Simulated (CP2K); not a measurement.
# CdS (P3m1) in CP2K: further runs

One crystal, CdS, is run at these levels: LDA, PBEsol; tasks: band structure.

Everything below comes from runs of CP2K 2026.2. Logs are shortened: lines on timing, memory, paths and dates and some standing lists are left out, and cuts for length are marked.

## (1) Starting point

Symmetry: P3m1, No. 156, trigonal system. The conventional cell has a = 4.261 Å, b = 4.261 Å, c = 5.804 Å, α = 90.00°, β = 90.00°, γ = 120.00°. Cd (site symmetry 3m) is surrounded by 3 S at 2.46 Å. S (site symmetry 3m) has 3 Cd at 2.46 Å as nearest neighbours.

Measurements of this composition are mostly on another form, of space group No. 186.

## (2) Band structure, LDA

The input, cds_bands.inp:

```
&GLOBAL
  PROJECT cds_bands
  RUN_TYPE ENERGY_FORCE
  PRINT_LEVEL LOW
&END GLOBAL
&FORCE_EVAL
  METHOD QS
  STRESS_TENSOR ANALYTICAL
  &DFT
    BASIS_SET_FILE_NAME BASIS_MOLOPT_UZH
    POTENTIAL_FILE_NAME GTH_POTENTIALS
    &MGRID
      CUTOFF 450
      REL_CUTOFF 60
      NGRIDS 4
    &END MGRID
    &QS
      METHOD GPW
      EPS_DEFAULT 1.0E-9
    &END QS
    &KPOINTS
      SCHEME MONKHORST-PACK 7 7 5
      GAMMA_CENTERED T
      SYMMETRY T
      SYMMETRY_BACKEND SPGLIB
    &END KPOINTS
    &SCF
      SCF_GUESS ATOMIC
      EPS_SCF 1.0E-6
      MAX_SCF 100
      ADDED_MOS 10
      CHOLESKY OFF
      EPS_EIGVAL 1.0E-7
      &DIAGONALIZATION ON
        ALGORITHM STANDARD
      &END DIAGONALIZATION
      &MIXING ON
        METHOD BROYDEN_MIXING
        ALPHA 0.4
        BETA 1.5
        NBUFFER 8
      &END MIXING
      &SMEAR ON
        METHOD FERMI_DIRAC
        ELECTRONIC_TEMPERATURE [K] 580.226
      &END SMEAR
    &END SCF
    &XC
      &XC_FUNCTIONAL
        &LDA_X
        &END LDA_X
        &LDA_C_PW
        &END LDA_C_PW
      &END XC_FUNCTIONAL
    &END XC
    &PRINT
      &KPOINTS ON
      &END KPOINTS
      &MULLIKEN ON
      &END MULLIKEN
      &MO ON
        ENERGIES T
        OCCUPATION_NUMBERS T
        &EACH
          QS_SCF 0
        &END EACH
        ADD_LAST NUMERIC
      &END MO
      &BAND_STRUCTURE
        FILE_NAME bands.bs
        ADDED_MOS 6
        &KPOINT_SET
          UNITS B_VECTOR
          NPOINTS 10
          SPECIAL_POINT GAMMA 0.00000000 0.00000000 0.00000000
          SPECIAL_POINT M 0.50000000 0.00000000 0.00000000
          SPECIAL_POINT K 0.33333333 0.33333333 0.00000000
          SPECIAL_POINT GAMMA 0.00000000 0.00000000 0.00000000
          SPECIAL_POINT A 0.00000000 0.00000000 0.50000000
          SPECIAL_POINT L 0.50000000 0.00000000 0.50000000
          SPECIAL_POINT H 0.33333333 0.33333333 0.50000000
          SPECIAL_POINT A 0.00000000 0.00000000 0.50000000
        &END KPOINT_SET
        &KPOINT_SET
          UNITS B_VECTOR
          NPOINTS 10
          SPECIAL_POINT L 0.50000000 0.00000000 0.50000000
          SPECIAL_POINT M 0.50000000 0.00000000 0.00000000
        &END KPOINT_SET
        &KPOINT_SET
          UNITS B_VECTOR
          NPOINTS 10
          SPECIAL_POINT K 0.33333333 0.33333333 0.00000000
          SPECIAL_POINT H 0.33333333 0.33333333 0.50000000
        &END KPOINT_SET
      &END BAND_STRUCTURE
    &END PRINT
  &END DFT
  &SUBSYS
    &CELL
      ABC 4.2611695877 4.2611695877 5.8041729400
      ALPHA_BETA_GAMMA 90.0000000000 90.0000000000 120.0000000005
      PERIODIC XYZ
    &END CELL
    &COORD
      SCALED
      Cd  0.0000000000 0.0000000000 0.4426919200
      S   0.6666666667 0.3333333333 0.4343080800
    &END COORD
    &KIND Cd
      BASIS_SET TZVP-MOLOPT-PBE-GTH-q12
      POTENTIAL GTH-PADE-q12
    &END KIND
    &KIND S
      BASIS_SET TZVP-MOLOPT-PBE-GTH-q6
      POTENTIAL GTH-PADE-q6
    &END KIND
    &PRINT
      &ATOMIC_COORDINATES ON
      &END ATOMIC_COORDINATES
      &CELL ON
      &END CELL
    &END PRINT
  &END SUBSYS
  &PRINT
    &FORCES ON
    &END FORCES
    &STRESS_TENSOR ON
    &END STRESS_TENSOR
  &END PRINT
&END FORCE_EVAL
```

Potentials or basis: GTH_POTENTIALS Cd GTH-PADE-q12, S GTH-PADE-q6; TZVP-MOLOPT-PBE-GTH basis.

Started as:

```bash
OMP_NUM_THREADS=1 cp2k.psmp -i cds_bands.inp -o cds_bands.out
```

cds_bands.out:

```text

 CP2K| version string:                                       CP2K version 2026.2
 CP2K| Input file name                                             cds_bands.inp

 GLOBAL| Force Environment number                                              1
 GLOBAL| Basis set file name                                    BASIS_MOLOPT_UZH
 GLOBAL| Potential file name                                      GTH_POTENTIALS
 GLOBAL| MM Potential file name                                     MM_POTENTIAL
 GLOBAL| Coordinate file name                                      __STD_INPUT__
 GLOBAL| Method name                                                        CP2K
 GLOBAL| Project name                                                  cds_bands
 GLOBAL| Run type                                                   ENERGY_FORCE
 GLOBAL| FFT library                                                       FFTW3
[... 8 lines left out ...]
 GLOBAL| CPU model name                                                  UNKNOWN

 CELL| Volume [angstrom^3]:                                            91.270118
 CELL| Vector a [angstrom]:       4.261     0.000     0.000   |a| =     4.261170
 CELL| Vector b [angstrom]:      -2.131     3.690     0.000   |b| =     4.261170
 CELL| Vector c [angstrom]:       0.000     0.000     5.804   |c| =     5.804173
 CELL| Angle (b,c), alpha [degree]:                                    90.000000
 CELL| Angle (a,c), beta  [degree]:                                    90.000000
 CELL| Angle (a,b), gamma [degree]:                                   120.000000
 CELL| Numerically orthorhombic:                                              NO
 CELL| Periodicity                                                           XYZ

 CELL_REF| Volume [angstrom^3]:                                        91.270118
 CELL_REF| Vector a [angstrom     4.261     0.000     0.000   |a| =     4.261170
 CELL_REF| Vector b [angstrom    -2.131     3.690     0.000   |b| =     4.261170
 CELL_REF| Vector c [angstrom     0.000     0.000     5.804   |c| =     5.804173
 CELL_REF| Angle (b,c), alpha [degree]:                                90.000000
 CELL_REF| Angle (a,c), beta  [degree]:                                90.000000
 CELL_REF| Angle (a,b), gamma [degree]:                               120.000000
 CELL_REF| Numerically orthorhombic:                                          NO
 CELL_REF| Periodicity                                                       XYZ
[... 10 lines left out ...]

  Total number of            - Atomic kinds:                                   2
                             - Atoms:                                          2
                             - Shell sets:                                     2
                             - Shells:                                        17
                             - Primitive Cartesian functions:                  9
                             - Cartesian basis functions:                     58
                             - Spherical basis functions:                     51

  Maximum angular momentum of- Orbital basis functions:                        3
                             - Local part of the GTH pseudopotential:          0
                             - Non-local part of the GTH pseudopotential:      4

 MODULE QUICKSTEP: ATOMIC COORDINATES IN ANGSTROM

   Atom Kind Element         X             Y             Z       Z(eff)     Mass
      1    1 Cd   48      0.000000      0.000000      2.569460  12.0000 112.4110
      2    2 S    16      2.130585      1.230094      2.520799   6.0000  32.0650

 SCF PARAMETERS         Density guess:                                    ATOMIC
[... 9 lines left out ...]
                        --------------------------------------------------------
                        level_shift [a.u.]:                             0.000000
                        added MOs                                        10    0
                        --------------------------------------------------------
                        Mixing method:                            BROYDEN_MIXING
                                                charge density mixing in g-space
                        --------------------------------------------------------
                        Smear method:                                FERMI_DIRAC
                        Electronic temperature [K]:                        580.2
                        Electronic temperature [a.u.]:                  1.84E-03
                        Accuracy threshold:                             1.00E-10
                        --------------------------------------------------------
                        No outer SCF

 *******************************************************************************
                                    Kpoints
 *******************************************************************************
[... 46 lines left out ...]
 Number of electrons:                                                         18
 Number of occupied orbitals:                                                  9
 Number of molecular orbitals:                                                19

 Number of orbital functions:                                                 51
 Number of independent orbital functions:                                     51

 SCF WAVEFUNCTION OPTIMIZATION

  Step     Update method      Time    Convergence         Total energy    Change
  ------------------------------------------------------------------------------
     1 NoMix/Diag. 0.40E+00    0.5     1.43123791       -56.3411873170 -5.63E+01
     2 Broy./Diag. 0.40E+00    0.6     0.04994064       -56.4281844686 -8.70E-02
     3 Broy./Diag. 0.40E+00    0.6     0.11744743       -56.3501572592  7.80E-02
     4 Broy./Diag. 0.40E+00    0.6     0.01282936       -56.3758028935 -2.56E-02
     5 Broy./Diag. 0.40E+00    0.6     0.01181752       -56.3625728913  1.32E-02
     6 Broy./Diag. 0.40E+00    0.6     0.00305182       -56.3308331192  3.17E-02
     7 Broy./Diag. 0.40E+00    0.6     0.00214240       -56.3107405343  2.01E-02
     8 Broy./Diag. 0.40E+00    0.6     0.00129547       -56.3192550551 -8.51E-03
     9 Broy./Diag. 0.40E+00    0.6     0.00067789       -56.3237153242 -4.46E-03
    10 Broy./Diag. 0.40E+00    0.6     0.00047304       -56.3207107143  3.00E-03
    11 Broy./Diag. 0.40E+00    0.6     0.00055150       -56.3181195845  2.59E-03
    12 Broy./Diag. 0.40E+00    0.6     0.00020172       -56.3174788971  6.41E-04
    13 Broy./Diag. 0.40E+00    0.6     0.00022793       -56.3170984670  3.80E-04
    14 Broy./Diag. 0.40E+00    0.6     0.00001909       -56.3165506001  5.48E-04
    15 Broy./Diag. 0.40E+00    0.6     0.00003193       -56.3165838521 -3.33E-05
    16 Broy./Diag. 0.40E+00    0.6     0.00000422       -56.3165163719  6.75E-05
    17 Broy./Diag. 0.40E+00    0.6     0.00000407       -56.3164873734  2.90E-05
    18 Broy./Diag. 0.40E+00    0.6     0.00000044       -56.3164685126  1.89E-05

  *** SCF run converged in    18 steps ***

  Electronic density on regular grids:        -17.9999999821        0.0000000179
  Core density on regular grids:               17.9999999801       -0.0000000199
  Total charge density on r-space grids:       -0.0000000021
  Total charge density g-space grids:          -0.0000000021

  Overlap energy of the core charge distribution:               0.00000000084771
  Self energy of the core charge distribution:                -98.03709906323351
  Core Hamiltonian energy:                                     29.15218624237407
  Hartree energy:                                              21.25575197480910
  Exchange-correlation energy:                                 -8.68730765816437
  Electronic entropic energy:                                  -0.00000000918779
  Fermi energy:                                                -0.02406261830112

  Total energy:                                               -56.31646851255484
  Total energy (extrapolated to T->0):                        -56.31646850796095

 MO| EIGENVALUES AND OCCUPATION NUMBERS FOR K POINT 1
 MO|
 MO|  Index      Eigenvalue [a.u.]        Eigenvalue [eV]             Occupation
 MO|      1              -0.463898             -12.623313               2.000000
 MO|      2              -0.325027              -8.844447               2.000000
 MO|      3              -0.320224              -8.713744               2.000000
 MO|      4              -0.316458              -8.611247               2.000000
 MO|      5              -0.313548              -8.532088               2.000000
 MO|      6              -0.299434              -8.148010               2.000000
[... 336 lines left out ...]
 MO|     18               0.470445              12.801459               0.000000
 MO|     19               0.501379              13.643217               0.000000
 MO| Sum:                                                              18.000000
 MO| E(Fermi):           -0.024063 a.u.         -0.654777 eV

 [... the levels of further k-points ...]

 !-----------------------------------------------------------------------------!
                     Mulliken Population Analysis

 #  Atom  Element  Kind  Atomic population                           Net charge
       1     Cd       1         11.406054                              0.593946
       2     S        2          6.593946                             -0.593946
 # Total charge                             18.000000                 -0.000000

 !-----------------------------------------------------------------------------!

 KPOINTS| Band Structure Calculation
 KPOINTS| Number of k-point sets                                               3
 KPOINTS| Number of added MOs/bands                                            6
 KPOINTS| Number of k-points in set    1                                      71
 KPOINTS| In units of b-vector [2pi/Bohr]
 KPOINTS| Special point     1       GAMMA     0.000000     0.000000     0.000000
 KPOINTS| Special point     2           M     0.500000     0.000000     0.000000
 KPOINTS| Special point     3           K     0.333333     0.333333     0.000000
 KPOINTS| Special point     4       GAMMA     0.000000     0.000000     0.000000
 KPOINTS| Special point     5           A     0.000000     0.000000     0.500000
 KPOINTS| Special point     6           L     0.500000     0.000000     0.500000
 KPOINTS| Special point     7           H     0.333333     0.333333     0.500000
 KPOINTS| Special point     8           A     0.000000     0.000000     0.500000
 KPOINTS| Number of k-points in set    2                                      11
 KPOINTS| In units of b-vector [2pi/Bohr]
 KPOINTS| Special point     1           L     0.500000     0.000000     0.500000
 KPOINTS| Special point     2           M     0.500000     0.000000     0.000000
 KPOINTS| Number of k-points in set    3                                      11
 KPOINTS| In units of b-vector [2pi/Bohr]
 KPOINTS| Special point     1           K     0.333333     0.333333     0.000000
 KPOINTS| Special point     2           H     0.333333     0.333333     0.500000

 ENERGY| Total FORCE_EVAL ( QS ) energy [hartree]            -56.316484035862281

 FORCES| Atomic forces [hartree/bohr]
 FORCES|   Atom     x               y               z               |f|
 FORCES|      1  3.37490599E-09  1.06873143E-09 -3.36513967E-04   3.36513967E-04
 FORCES|      2 -3.67461168E-09 -8.95749294E-10  3.39553793E-04   3.39553793E-04
 FORCES| Sum    -2.99705690E-10  1.72982136E-10  3.03982650E-06
 FORCES| Total atomic force                                       3.03982652E-06

 STRESS| Analytical stress tensor [bar]
 STRESS|                        x                   y                   z
 STRESS|      x       -3.25019809759E+04  -2.21595622942E-02   5.09771111075E-04
 STRESS|      y       -2.21595622942E-02  -3.25020490837E+04  -2.07908097420E-02
 STRESS|      z        5.09771111075E-04  -2.07908097420E-02  -1.08137527551E+03
 STRESS| 1/3 Trace                                            -2.20284684451E+04
 STRESS| Determinant                                          -1.14234427436E+12

 STRESS| Eigenvectors and eigenvalues of the analytical stress tensor [bar]
 STRESS|                        1                   2                   3
 STRESS| Eigenvalues  -3.25020556588E+04  -3.25019744009E+04  -1.08137527550E+03
 STRESS|      x           0.284457749084      0.958688577686      0.000000016225
 STRESS|      y           0.958688577686     -0.284457749084     -0.000000661692
 STRESS|      z           0.000000629741     -0.000000203778      1.000000000000
```

Wall time 13 s (1 thread of Arm Neoverse V2, shared host); peak memory 0.33 GiB.

Results:

```
Free energy             : -1532.4495 eV
Pressure                : -2.2 GPa
Largest force           : 0.017 eV/Å
Band gap on the k mesh  : 1.25 eV, indirect (least direct gap 1.30 eV)
Band gap along the path : 1.20 eV, indirect (least direct gap 1.30 eV)
Mulliken charges        : Cd +0.59; S -0.59 e
```

Forces in eV/Å, atoms in the order of the input:
```
Cd   0.000  0.000 -0.017
S    0.000  0.000  0.017
```

Stress tensor (GPa, compression positive):
```
-3.25  0.00  0.00
 0.00 -3.25  0.00
 0.00  0.00 -0.11
```

Levels at the corners of the path, in eV from the valence-band top:
```tsv
point	band 7	band 8	band 9	band 10	band 11	band 12
Γ	-1.06	-0.10	-0.10	1.20	6.15	6.80
M	-3.76	-1.43	-0.13	3.48	5.06	6.85
K	-3.59	-2.56	0.00	4.97	5.22	7.68
Γ	-1.06	-0.10	-0.10	1.20	6.15	6.80
A	-1.29	-0.09	-0.09	1.45	5.13	6.85
L	-3.73	-1.42	-0.25	3.62	4.17	7.76
H	-3.56	-2.54	-0.10	4.31	5.30	6.78
A	-1.29	-0.09	-0.09	1.45	5.13	6.85
L	-3.73	-1.42	-0.25	3.62	4.17	7.76
M	-3.76	-1.43	-0.13	3.48	5.06	6.85
K	-3.59	-2.56	0.00	4.97	5.22	7.68
H	-3.56	-2.54	-0.10	4.31	5.30	6.78
```

Caveat: Mulliken charges move with the basis; the basis of atomic orbitals isn't converged, which shifts pressures, moduli and gaps.

## (3) Band structure, PBEsol

cds_bands.inp: that of step 2 with these lines changed.

```diff
@@ -10,3 +10,3 @@
     BASIS_SET_FILE_NAME BASIS_MOLOPT_UZH
-    POTENTIAL_FILE_NAME GTH_POTENTIALS
+    POTENTIAL_FILE_NAME POTENTIAL_UZH
     &MGRID
@@ -14,3 +14,3 @@
       REL_CUTOFF 60
-      NGRIDS 4
+      NGRIDS 5
     &END MGRID
@@ -44,3 +44,3 @@
         METHOD FERMI_DIRAC
-        ELECTRONIC_TEMPERATURE [K] 580.226
+        ELECTRONIC_TEMPERATURE [K] 116.045
       &END SMEAR
@@ -49,6 +49,6 @@
       &XC_FUNCTIONAL
-        &LDA_X
-        &END LDA_X
-        &LDA_C_PW
-        &END LDA_C_PW
+        &GGA_X_PBE_SOL
+        &END GGA_X_PBE_SOL
+        &GGA_C_PBE_SOL
+        &END GGA_C_PBE_SOL
       &END XC_FUNCTIONAL
@@ -111,3 +111,3 @@
       BASIS_SET TZVP-MOLOPT-PBE-GTH-q12
-      POTENTIAL GTH-PADE-q12
+      POTENTIAL GTH-PBE-q12
     &END KIND
@@ -115,3 +115,3 @@
       BASIS_SET TZVP-MOLOPT-PBE-GTH-q6
-      POTENTIAL GTH-PADE-q6
+      POTENTIAL GTH-PBE-q6
     &END KIND
```

Potentials or basis: POTENTIAL_UZH Cd GTH-PBE-q12, S GTH-PBE-q6; TZVP-MOLOPT-PBE-GTH basis.

Started as:

```bash
OMP_NUM_THREADS=1 cp2k.psmp -i cds_bands.inp -o cds_bands.out
```

It took 14 s on 1 thread of Arm Neoverse V2, shared host; peak memory 0.34 GiB.

It converged, with:

- Free energy: -1529.0924 eV
- Pressure: -1.0 GPa
- Largest force: 0.012 eV/Å
- Band gap on the k mesh: 1.43 eV, indirect (least direct gap 1.45 eV)
- Band gap along the path: 1.39 eV, indirect (least direct gap 1.45 eV)
- Mulliken charges: Cd +0.75; S -0.75 e

Forces in eV/Å, atoms in the order of the input:
```
Cd   0.000  0.000 -0.012
S    0.000  0.000  0.007
```

Stress tensor (GPa, compression positive):
```
-1.55  0.00  0.00
 0.00 -1.55  0.00
 0.00  0.00 -0.01
```

Levels at the corners of the path, in eV from the valence-band top:
| point | band 6 | band 7 | band 8 | band 9 | band 10 | band 11 | band 12 | band 13 |
| --- | --- | --- | --- | --- | --- | --- | --- | --- |
| Γ | -6.87 | -1.05 | -0.06 | -0.06 | 1.39 | 6.36 | 6.89 | 6.89 |
| M | -6.83 | -3.69 | -1.40 | -0.13 | 3.62 | 5.20 | 7.05 | 8.59 |
| K | -6.65 | -3.52 | -2.52 | 0.00 | 5.12 | 5.36 | 7.84 | 8.04 |
| Γ | -6.87 | -1.05 | -0.06 | -0.06 | 1.39 | 6.36 | 6.89 | 6.89 |
| A | -6.86 | -1.26 | -0.06 | -0.06 | 1.63 | 5.34 | 6.93 | 6.93 |
| L | -6.82 | -3.66 | -1.39 | -0.24 | 3.75 | 4.34 | 7.95 | 8.01 |
| H | -6.65 | -3.49 | -2.51 | -0.10 | 4.47 | 5.44 | 6.96 | 8.29 |
| A | -6.86 | -1.26 | -0.06 | -0.06 | 1.63 | 5.34 | 6.93 | 6.93 |
| L | -6.82 | -3.66 | -1.39 | -0.24 | 3.75 | 4.34 | 7.95 | 8.01 |
| M | -6.83 | -3.69 | -1.40 | -0.13 | 3.62 | 5.20 | 7.05 | 8.59 |
| K | -6.65 | -3.52 | -2.52 | 0.00 | 5.12 | 5.36 | 7.84 | 8.04 |
| H | -6.65 | -3.49 | -2.51 | -0.10 | 4.47 | 5.44 | 6.96 | 8.29 |

Caveat: Mulliken charges move with the basis; the potentials were made for another functional, which shifts forces and pressure; the basis of atomic orbitals isn't converged, which shifts pressures, moduli and gaps. A hybrid or GW would open this gap; PBEsol tends to underestimate it.
